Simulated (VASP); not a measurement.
# Lu (Im-3m) in VASP: a series of runs, part 2 of 2

VASP 6.6.1.

### 3 Single point, LDA, non-collinear spin, typed start

The input, INCAR:

```
  PREC = Accurate
  ENCUT = 520
  EDIFF = 1E-6
  ISMEAR = 0
  SIGMA = 0.1
  LREAL = False
  LASPH = True
  NELM = 150
  ALGO = Fast
  ISIF = 2
  LWAVE = False
  LCHARG = False
  LNONCOLLINEAR = True
  MAGMOM = 0.118 -0.173 0.201
  LORBIT = 11
  GGA = CA
  NBANDS = 36
```

The input, KPOINTS:

```
regular mesh
0
Gamma
  8 8 8
```

The input, POSCAR:

```
Lu
1.0
   -1.9541071088      1.9541071088      1.9541071088
    1.9541071088     -1.9541071088      1.9541071088
    1.9541071088      1.9541071088     -1.9541071088
Lu
1
Direct
    0.0000000000      0.0000000000      0.0000000000
```

Potentials or basis: VASP PAW PBE potentials, release 64 (Lu).

On the command line:

```console
cat potpaw_PBE.64/Lu/POTCAR > POTCAR
mpirun -np 1 vasp_ncl > vasp.out
```

OUTCAR:

```text
PREC = Accurate
   ENCUT = 520
   EDIFF = 1E-6
   ISMEAR = 0
   LREAL = False
   LASPH = True
   NELM = 150
   ISIF = 2
   LNONCOLLINEAR = True
   LORBIT = 11
   GGA = CA

 ion  position               nearest neighbor table
   1  0.000  0.000  0.000-

  LATTYP: Found a body centered cubic cell.
 ALAT       =     3.9082142176

  Lattice vectors:

 A1 = (  -1.9541071088,   1.9541071088,   1.9541071088)
 A2 = (   1.9541071088,  -1.9541071088,   1.9541071088)
 A3 = (   1.9541071088,   1.9541071088,  -1.9541071088)

Analysis of symmetry for initial positions (statically):
=====================================================================
 Subroutine PRICEL returns:
 Original cell was already a primitive cell.

 Routine SETGRP: Setting up the symmetry group for a
 body centered cubic supercell.

 Subroutine GETGRP returns: Found 48 space group operations
 (whereof 48 operations were pure point group operations)
 out of a pool of 48 trial point group operations.

The static configuration has the point symmetry O_h .

Analysis of symmetry for dynamics (positions and initial velocities):
=====================================================================
 Subroutine PRICEL returns:
 Original cell was already a primitive cell.

 Routine SETGRP: Setting up the symmetry group for a
 body centered cubic supercell.

 Subroutine GETGRP returns: Found 48 space group operations
 (whereof 48 operations were pure point group operations)
 out of a pool of 48 trial point group operations.

The dynamic configuration has the point symmetry O_h .

Analysis of structural, dynamic, and magnetic symmetry:
=====================================================================
 Subroutine PRICEL returns:
 Original cell was already a primitive cell.

 Routine SETGRP: Setting up the symmetry group for a
 body centered cubic supercell.

 Subroutine GETGRP returns: Found  2 space group operations
 (whereof  2 operations were pure point group operations)
 out of a pool of 48 trial point group operations.

The overall configuration has the point symmetry S_2 .

 Subroutine INISYM returns: Found  2 space group operations
 (whereof  2 operations are pure point group operations),
 and found     1 'primitive' translations

----------------------------------------------------------------------------------------

                                     Primitive cell

  volume of cell :      29.8473

  direct lattice vectors                    reciprocal lattice vectors
    -1.954107109  1.954107109  1.954107109     0.000000000  0.255871338  0.255871338
     1.954107109 -1.954107109  1.954107109     0.255871338  0.000000000  0.255871338
     1.954107109  1.954107109 -1.954107109     0.255871338  0.255871338  0.000000000

  length of vectors
     3.384612796  3.384612796  3.384612796     0.361856716  0.361856716  0.361856716

  position of ions in fractional coordinates (direct lattice)
     0.000000000  0.000000000  0.000000000

  ion indices of the primitive-cell ions
   primitive index   ion index
                 1           1

----------------------------------------------------------------------------------------
[... 59 lines left out ...]
   NGXF,Y,Z  is equivalent  to a cutoff of  27.51, 27.51, 27.51 a.u.
 SYSTEM =  unknown system
   PREC   = accura    normal or accurate (medium, high low for compatibility)
   ISTART =      0    job   : 0-new  1-cont  2-samecut
   ICHARG =      2    charge: 1-file 2-atom 10-const
   ISPIN  =      1    spin polarized calculation?
   LNONCOLLINEAR =      T non collinear calculations
   LSORBIT =      F    spin-orbit coupling
   LASPH  =      T    aspherical Exc in radial PAW
   ENCUT  =  520.0 eV  38.22 Ry    6.18 a.u.   6.29  6.29  6.29*2*pi/ulx,y,z
   NELM   =    150;   NELMIN=  2; NELMDL= -5     # of ELM steps
   EDIFF  = 0.1E-05   stopping-criterion for ELM
   LREAL  =      F    real-space projection
   EDIFFG = 0.1E-04   stopping-criterion for IOM
   NSW    =      0    number of steps for IOM
   IBRION =     -1    ionic relax: 0-MD 1-quasi-New 2-CG
   NFREE  =      0    steps in history (QN), initial steepest desc. (CG)
   ISIF   =      2    stress and relaxation
   ISYM   =      2    0-nonsym 1-usesym 2-fastsym
   POTIM  = 0.5000    time-step for ionic-motion
   TEBEG  =    0.0;   TEEND  =   0.0 temperature during run
   PSTRESS=    0.0 pullay stress
   NELECT =      25.0000    total number of electrons
   NUPDOWN=      -1.0000    fix difference up-down
   EMIN   =  10.00;   EMAX   =-10.00  energy-range for DOS
   EFERMI =   0.00;   METHOD = LEGACY
   ISMEAR =     0;   SIGMA  =   0.10  broadening in eV -4-tet -1-fermi 0-gaus
   EFERMI_NEDOS =   21; number of points for ismear=-14 and -15
   IALGO  =     68    algorithm
   IMIX   =      4    mixing-type and parameters
     AMIX     =   0.40;   BMIX     =  1.00
     AMIX_MAG =   1.60;   BMIX_MAG =  1.00
  volume/ion in A,a.u.               =      29.85       201.42
  Fermi-wavevector in a.u.,A,eV,Ry     =   1.543191  2.916209 32.401456  2.381440
  Thomas-Fermi vector in A             =   2.648889
   LORBIT       =     11    0 simple, 1 ext, 2 COOP (PROOUT), +10 PAW based schemes
   GGA     = CA    functional components
   LHFCALC =     F    Hartree Fock is set to
   AEXX    =    0.0000 exact exchange contribution
   IVDW    =     0    specifies the selected vdW correction
   LEPSILON=     F    determine dielectric tensor
   LRPA    =     F    only Hartree local field effects (RPA)
 RMM-DIIS sequential band-by-band and
 Gauss-broadening in eV      SIGMA  =   0.10
  energy-cutoff  :      520.00
  volume of cell :       29.85
 maximum number of plane-waves:      1640
 NGX is ok and might be reduce to    28
   NGX = 13   NGY = 13   NGZ = 13

 number of electron      24.9999996 magnetization       0.0008613     -0.0014101      0.0016237

 number of electron      24.9999996 magnetization      -0.0000413      0.0000045     -0.0000049

 Free energy of the ion-electron system (eV)
  ---------------------------------------------------
  ext. energy  EPLUGINS =         0.00000000
  ---------------------------------------------------
  free energy    TOTEN  =        -4.97598623 eV

  energy without entropy =       -4.96434594  energy(sigma->0) =       -4.97016608

 E-fermi :   1.9668     XC(G=0): -10.8622

 val. band max:        1.9604450224   @ k =  -0.3750  -0.3750   0.0000
 cond. band min:       2.0248345229   @ k =   0.5000  -0.2500  -0.1250
 fundamental gap:      0.0643895005
 Fermi energy:         1.9667983658

 k-point     1 :       0.0000    0.0000    0.0000
  band No.  band energies     occupation
      1     -54.1849      1.00000
      2     -54.1849      1.00000
      3     -24.8011      1.00000
      4     -24.8011      1.00000
      5     -24.8011      1.00000
      6     -24.8011      1.00000
[... 925 lines left out ...]
     35      10.3503      0.00000
     36      10.9302      0.00000

 [... further k-points ...]

------------------------ aborting loop because EDIFF is reached ----------------------------------------

  FORCE on cell =-STRESS in cart. coord.  units (eV):
  Direction    XX          YY          ZZ          XY          YZ          ZX
  --------------------------------------------------------------------------------------
  -------------------------------------------------------------------------------------
  Total       -1.0141727     -1.0142875     -1.0141602     -0.0000059     -0.0000050     -0.0000058
  in kB      -54.4399134    -54.4460728    -54.4392395     -0.0003160     -0.0002670     -0.0003111
  external PRESSURE =     -54.4417419 kB  Pullay stress =       0.0000000 kB

 VOLUME and BASIS-vectors are now :
 -----------------------------------------------------------------------------
  energy-cutoff  :      520.00
  volume of cell :       29.85
      direct lattice vectors                 reciprocal lattice vectors
    -1.954107109  1.954107109  1.954107109     0.000000000  0.255871338  0.255871338
     1.954107109 -1.954107109  1.954107109     0.255871338  0.000000000  0.255871338
     1.954107109  1.954107109 -1.954107109     0.255871338  0.255871338  0.000000000

 POSITION                                       TOTAL-FORCE (eV/Angst)
 -----------------------------------------------------------------------------------
      0.00000      0.00000      0.00000         0.000000      0.000000      0.000000
 -----------------------------------------------------------------------------------
    total drift:                               -0.000000     -0.000000     -0.000000

  FREE ENERGIE OF THE ION-ELECTRON SYSTEM (eV)
  ---------------------------------------------------
  free  energy   TOTEN  =        -4.9759862255 eV

  energy  without entropy=       -4.9643459392  energy(sigma->0) =       -4.97016608

 total charge

# of ion       s       p       d       f       tot
--------------------------------------------------
    1        2.355   6.042   0.785  13.957  23.140

 magnetization (x)

# of ion       s       p       d       f       tot
--------------------------------------------------
    1        0.000  -0.000  -0.000   0.000   0.000

 magnetization (y)

# of ion       s       p       d       f       tot
--------------------------------------------------
    1       -0.000   0.000   0.000   0.000  -0.000

 magnetization (z)

# of ion       s       p       d       f       tot
--------------------------------------------------
    1        0.000  -0.000  -0.000  -0.000   0.000
```

OSZICAR:

```text
N       E                     dE             d eps       ncg     rms          rms(c)
DAV:   1     0.135737461385E+03    0.13574E+03   -0.91524E+03 26936   0.462E+03
DAV:   2     0.121159448984E+02   -0.12362E+03   -0.11679E+03 20252   0.569E+02
DAV:   3    -0.355473599491E+01   -0.15671E+02   -0.15251E+02 21212   0.123E+02
DAV:   4    -0.507365233286E+01   -0.15189E+01   -0.14875E+01 29432   0.281E+01
[... 11 lines left out ...]
RMM:  16    -0.497597937873E+01   -0.55750E-05   -0.59234E-05 22354   0.245E-02    0.720E-03
RMM:  17    -0.497598207286E+01   -0.26941E-05   -0.32684E-05 23899   0.243E-02    0.605E-03
RMM:  18    -0.497598414185E+01   -0.20690E-05   -0.20772E-05 19251   0.146E-02    0.360E-03
RMM:  19    -0.497598538447E+01   -0.12426E-05   -0.13256E-05 18400   0.104E-02    0.134E-03
RMM:  20    -0.497598622548E+01   -0.84101E-06   -0.85802E-06 16166   0.724E-03
   1 F= -.49759862E+01 E0= -.49701661E+01  d E =-.116403E-01  mag=    -0.0000     0.0000    -0.0000
```

Wall time 18 min (1 thread of Intel Xeon Platinum 8375C at 2.90GHz (Ice Lake), shared host); peak memory 0.51 GiB.

What came out:

```
Free energy                                           : -4.9760 eV
Pressure                                              : -5.4 GPa
Band gap on the k mesh                                : none (metal or under the smearing width)
Net moment                                            : 0.00 μB per cell
Valence electrons inside the program's atomic spheres : Lu 23.14
```

Moments on the atoms (μB; x, y, z):
```
Lu  0.00 0.00 0.00
```

Caveat: the PAW data sets were made with another functional, which shifts forces and pressure a little; spin-orbit coupling is left out, which moves the levels of the heavy elements.
